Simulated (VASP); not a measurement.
# CdS (F-43m) in VASP: further runs

The runs below take CdS through single point, with PBE.

All numbers are computed with VASP 6.6.1; they aren't measurements. Logs are shortened: lines on timing, memory, paths and dates and some standing lists are left out, and cuts for length are marked.

### 1 The structure

The structure is cubic, space group F-43m (No. 216). The conventional cell has a = 5.820 Å, b = 5.820 Å, c = 5.820 Å, α = 90.00°, β = 90.00°, γ = 90.00°. Cd (site symmetry -43m) has 4 S at 2.52 Å as nearest neighbours. Around S (site symmetry -43m) lie 4 Cd at 2.52 Å.

### 2 Single point, PBE

Contents of INCAR:

```
  PREC = Accurate
  ENCUT = 520
  EDIFF = 1E-6
  ISMEAR = -1
  SIGMA = 0.01
  LREAL = F
  LASPH = T
  NELM = 100
  ALGO = Normal
  ISIF = 2
  LWAVE = F
  LCHARG = F
  GGA = PE
  NBANDS = 16
```

Contents of KPOINTS:

```
Automatic mesh
0
Gamma
  8 8 8
```

Contents of POSCAR:

```
CdS
1.0
    0.0000000000      2.9100000000      2.9100000000
    2.9100000000      0.0000000000      2.9100000000
    2.9100000000      2.9100000000      0.0000000000
Cd S
1 1
Direct
    0.0000000000      0.0000000000      0.0000000000
    0.7500000000      0.7500000000      0.7500000000
```

Potentials or basis: VASP PAW PBE potentials, release 64 (Cd, S).

On the command line:

```bash
$ cat potpaw_PBE.64/Cd/POTCAR potpaw_PBE.64/S/POTCAR > POTCAR
$ mpirun -np 1 vasp_std > vasp.out
```

OUTCAR:

```text
PREC = Accurate
   ENCUT = 520
   EDIFF = 1E-6
   ISMEAR = -1
   LREAL = F
   LASPH = T
   NELM = 100
   ISIF = 2
   GGA = PE

 ion  position               nearest neighbor table
   1  0.000  0.000  0.000-   2 2.52   2 2.52   2 2.52   2 2.52
   2  0.750  0.750  0.750-   1 2.52   1 2.52   1 2.52   1 2.52

  LATTYP: Found a face centered cubic cell.
 ALAT       =     5.8200000000

  Lattice vectors:

 A1 = (   0.0000000000,   2.9100000000,   2.9100000000)
 A2 = (   2.9100000000,   0.0000000000,   2.9100000000)
 A3 = (   2.9100000000,   2.9100000000,   0.0000000000)

Analysis of symmetry for initial positions (statically):
=====================================================================
 Subroutine PRICEL returns:
 Original cell was already a primitive cell.

 Routine SETGRP: Setting up the symmetry group for a
 face centered cubic supercell.

 Subroutine GETGRP returns: Found 24 space group operations
 (whereof 24 operations were pure point group operations)
 out of a pool of 48 trial point group operations.

The static configuration has the point symmetry T_d .

Analysis of symmetry for dynamics (positions and initial velocities):
=====================================================================
 Subroutine PRICEL returns:
 Original cell was already a primitive cell.

 Routine SETGRP: Setting up the symmetry group for a
 face centered cubic supercell.

 Subroutine GETGRP returns: Found 24 space group operations
 (whereof 24 operations were pure point group operations)
 out of a pool of 48 trial point group operations.

The dynamic configuration has the point symmetry T_d .

 Subroutine INISYM returns: Found 24 space group operations
 (whereof 24 operations are pure point group operations),
 and found     1 'primitive' translations

----------------------------------------------------------------------------------------

                                     Primitive cell

  volume of cell :      49.2843

  direct lattice vectors                    reciprocal lattice vectors
     0.000000000  2.910000000  2.910000000    -0.171821306  0.171821306  0.171821306
     2.910000000  0.000000000  2.910000000     0.171821306 -0.171821306  0.171821306
     2.910000000  2.910000000  0.000000000     0.171821306  0.171821306 -0.171821306

  length of vectors
     4.115361467  4.115361467  4.115361467     0.297603232  0.297603232  0.297603232

  position of ions in fractional coordinates (direct lattice)
     0.000000000  0.000000000  0.000000000
     0.750000000  0.750000000  0.750000000

  ion indices of the primitive-cell ions
   primitive index   ion index
                 1           1
                 2           2

----------------------------------------------------------------------------------------

 KPOINTS: Automatic mesh

Automatic generation of k-mesh.
 Grid dimensions read from file:
 generate k-points for:    8    8    8

 Generating k-lattice:

  Cartesian coordinates                     Fractional coordinates (reciprocal lattice)
    -0.021477663  0.021477663  0.021477663     0.125000000  0.000000000  0.000000000
     0.021477663 -0.021477663  0.021477663     0.000000000  0.125000000  0.000000000
     0.021477663  0.021477663 -0.021477663     0.000000000  0.000000000  0.125000000

  Length of vectors
     0.037200404  0.037200404  0.037200404

  Shift w.r.t. Gamma in fractional coordinates (k-lattice)
     0.000000000  0.000000000  0.000000000

 Subroutine IBZKPT returns following result:
 ===========================================

 Found     29 irreducible k-points:

 Following reciprocal coordinates:
            Coordinates               Weight
  0.000000  0.000000  0.000000      1.000000
  0.125000  0.000000  0.000000      8.000000
  0.250000  0.000000  0.000000      8.000000
  0.375000  0.000000  0.000000      8.000000
  0.500000  0.000000  0.000000      4.000000
  0.125000  0.125000  0.000000      6.000000
[... 16 lines left out ...]
  0.500000  0.250000  0.125000     48.000000
 -0.375000  0.250000  0.125000     24.000000
 [... further k-points ...]
   k-points           NKPTS =     29   k-points in BZ     NKDIM =     29   number of bands    NBANDS=     16
   number of dos      NEDOS =    301   number of ions     NIONS =      2
   total plane-waves  NPLWV =  32768
   dimension x,y,z NGX =    32 NGY =   32 NGZ =   32
   dimension x,y,z NGXF=    64 NGYF=   64 NGZF=   64
   ions per type =               1   1
   NGX,Y,Z   is equivalent  to a cutoff of  12.93, 12.93, 12.93 a.u.
   NGXF,Y,Z  is equivalent  to a cutoff of  25.85, 25.85, 25.85 a.u.
 SYSTEM =  unknown system
   PREC   = accura    normal or accurate (medium, high low for compatibility)
   ISTART =      0    job   : 0-new  1-cont  2-samecut
   ICHARG =      2    charge: 1-file 2-atom 10-const
   ISPIN  =      1    spin polarized calculation?
   LNONCOLLINEAR =      F non collinear calculations
   LSORBIT =      F    spin-orbit coupling
   LASPH  =      T    aspherical Exc in radial PAW
   ENCUT  =  520.0 eV  38.22 Ry    6.18 a.u.   7.65  7.65  7.65*2*pi/ulx,y,z
   NELM   =    100;   NELMIN=  2; NELMDL= -5     # of ELM steps
   EDIFF  = 0.1E-05   stopping-criterion for ELM
   LREAL  =      F    real-space projection
   EDIFFG = 0.1E-04   stopping-criterion for IOM
   NSW    =      0    number of steps for IOM
   IBRION =     -1    ionic relax: 0-MD 1-quasi-New 2-CG
   NFREE  =      0    steps in history (QN), initial steepest desc. (CG)
   ISIF   =      2    stress and relaxation
   ISYM   =      2    0-nonsym 1-usesym 2-fastsym
   POTIM  = 0.5000    time-step for ionic-motion
   TEBEG  =    0.0;   TEEND  =   0.0 temperature during run
   PSTRESS=    0.0 pullay stress
   NELECT =      18.0000    total number of electrons
   NUPDOWN=      -1.0000    fix difference up-down
   EMIN   =  10.00;   EMAX   =-10.00  energy-range for DOS
   EFERMI =   0.00;   METHOD = LEGACY
   ISMEAR =    -1;   SIGMA  =   0.01  broadening in eV -4-tet -1-fermi 0-gaus
   EFERMI_NEDOS =   21; number of points for ismear=-14 and -15
   IALGO  =     38    algorithm
   IMIX   =      4    mixing-type and parameters
     AMIX     =   0.40;   BMIX     =  1.00
     AMIX_MAG =   1.60;   BMIX_MAG =  1.00
  volume/ion in A,a.u.               =      24.64       166.29
  Fermi-wavevector in a.u.,A,eV,Ry     =   1.170207  2.211371 18.631605  1.369384
  Thomas-Fermi vector in A             =   2.306669
   LORBIT       =      0    0 simple, 1 ext, 2 COOP (PROOUT), +10 PAW based schemes
   GGA     = PE    functional components
   LHFCALC =     F    Hartree Fock is set to
   AEXX    =    0.0000 exact exchange contribution
   IVDW    =     0    specifies the selected vdW correction
   LEPSILON=     F    determine dielectric tensor
   LRPA    =     F    only Hartree local field effects (RPA)
 non-spin polarized calculation
  energy-cutoff  :      520.00
  volume of cell :       49.28
 maximum number of plane-waves:      1363
   NGX = 15   NGY = 15   NGZ = 15

 number of electron      18.0000003 magnetization

 Free energy of the ion-electron system (eV)
  ---------------------------------------------------
  ext. energy  EPLUGINS =         0.00000000
  ---------------------------------------------------
  free energy    TOTEN  =        -6.11411581 eV

  energy without entropy =       -6.11411581  energy(sigma->0) =       -6.11411581

 E-fermi :   1.5621     XC(G=0):  -9.1811

 val. band max:        1.3721419343   @ k =   0.0000   0.0000   0.0000
 cond. band min:       2.5365532428   @ k =   0.0000   0.0000   0.0000
 fundamental gap:      1.1644113084
 Fermi energy:         1.5620802193

 k-point     1 :       0.0000    0.0000    0.0000
  band No.  band energies     occupation
      1     -11.0391      2.00000
      2      -6.3807      2.00000
      3      -6.3807      2.00000
      4      -6.3807      2.00000
      5      -5.8916      2.00000
      6      -5.8916      2.00000
[... 8 lines left out ...]
     15      12.8628      0.00000
     16      12.8628      0.00000

 k-point     2 :       0.1250    0.0000    0.0000
  band No.  band energies     occupation
      1     -10.9761      2.00000
      2      -6.3578      2.00000
      3      -6.3578      2.00000
      4      -6.3268      2.00000
      5      -5.8926      2.00000
      6      -5.8926      2.00000
[... 8 lines left out ...]
     15      12.2623      0.00000
     16      13.4121      0.00000

 k-point     3 :       0.2500    0.0000    0.0000
  band No.  band energies     occupation
      1     -10.8231      2.00000
      2      -6.3082      2.00000
      3      -6.3082      2.00000
      4      -6.1321      2.00000
      5      -5.8872      2.00000
      6      -5.8872      2.00000
[... 8 lines left out ...]
     15      12.0265      0.00000
     16      12.7253      0.00000

 k-point     4 :       0.3750    0.0000    0.0000
  band No.  band energies     occupation
      1     -10.6702      2.00000
      2      -6.2699      2.00000
      3      -6.2699      2.00000
      4      -5.8667      2.00000
      5      -5.8667      2.00000
      6      -5.7707      2.00000
[... 8 lines left out ...]
     15      12.8890      0.00000
     16      12.8890      0.00000
[... 324 lines left out ...]
 k-point    22 :       0.3750    0.2500    0.1250
  band No.  band energies     occupation
      1     -10.7108      2.00000
      2      -6.2554      2.00000
      3      -6.2284      2.00000
      4      -6.0640      2.00000
      5      -5.8847      2.00000
      6      -5.8303      2.00000
[... 8 lines left out ...]
     15      13.3965      0.00000
     16      15.2873      0.00000

 k-point    23 :       0.5000    0.2500    0.1250
  band No.  band energies     occupation
      1     -10.5907      2.00000
      2      -6.2188      2.00000
      3      -6.1923      2.00000
      4      -5.9598      2.00000
      5      -5.8573      2.00000
      6      -5.5973      2.00000
[... 8 lines left out ...]
     15      14.2312      0.00000
     16      14.4871      0.00000

 k-point    24 :      -0.3750    0.2500    0.1250
  band No.  band energies     occupation
      1     -10.5417      2.00000
      2      -6.2140      2.00000
      3      -6.1750      2.00000
      4      -5.9182      2.00000
      5      -5.8643      2.00000
      6      -5.3894      2.00000
[... 8 lines left out ...]
     15      13.6925      0.00000
     16      14.5656      0.00000

 [... further k-points ...]

------------------------ aborting loop because EDIFF is reached ----------------------------------------

  FORCE on cell =-STRESS in cart. coord.  units (eV):
  Direction    XX          YY          ZZ          XY          YZ          ZX
  --------------------------------------------------------------------------------------
  -------------------------------------------------------------------------------------
  Total        1.1284227      1.1284227      1.1284227      0.0000000      0.0000000      0.0000000
  in kB       36.6837270     36.6837270     36.6837270      0.0000000      0.0000000      0.0000000
  external PRESSURE =      36.6837270 kB  Pullay stress =       0.0000000 kB

 VOLUME and BASIS-vectors are now :
 -----------------------------------------------------------------------------
  energy-cutoff  :      520.00
  volume of cell :       49.28
      direct lattice vectors                 reciprocal lattice vectors
     0.000000000  2.910000000  2.910000000    -0.171821306  0.171821306  0.171821306
     2.910000000  0.000000000  2.910000000     0.171821306 -0.171821306  0.171821306
     2.910000000  2.910000000  0.000000000     0.171821306  0.171821306 -0.171821306

 POSITION                                       TOTAL-FORCE (eV/Angst)
 -----------------------------------------------------------------------------------
      0.00000      0.00000      0.00000         0.000000      0.000000      0.000000
      4.36500      4.36500      4.36500        -0.000000     -0.000000     -0.000000
 -----------------------------------------------------------------------------------
    total drift:                                0.000000      0.000000      0.000000

  FREE ENERGIE OF THE ION-ELECTRON SYSTEM (eV)
  ---------------------------------------------------
  free  energy   TOTEN  =        -6.1141158057 eV

  energy  without entropy=       -6.1141158057  energy(sigma->0) =       -6.11411581
```

Wall time 21 s (1 thread of Intel Xeon Platinum 8259CL at 2.50GHz (Skylake/Cascade Lake), shared host); peak memory 0.18 GiB.

Results:

* Free energy: -6.1141 eV
* Pressure: 3.7 GPa
* Band gap on the k mesh: 1.16 eV, direct

PBE gaps usually lie below the measured ones, often by a third to a half.

(Part 1 of 2 ends here.)
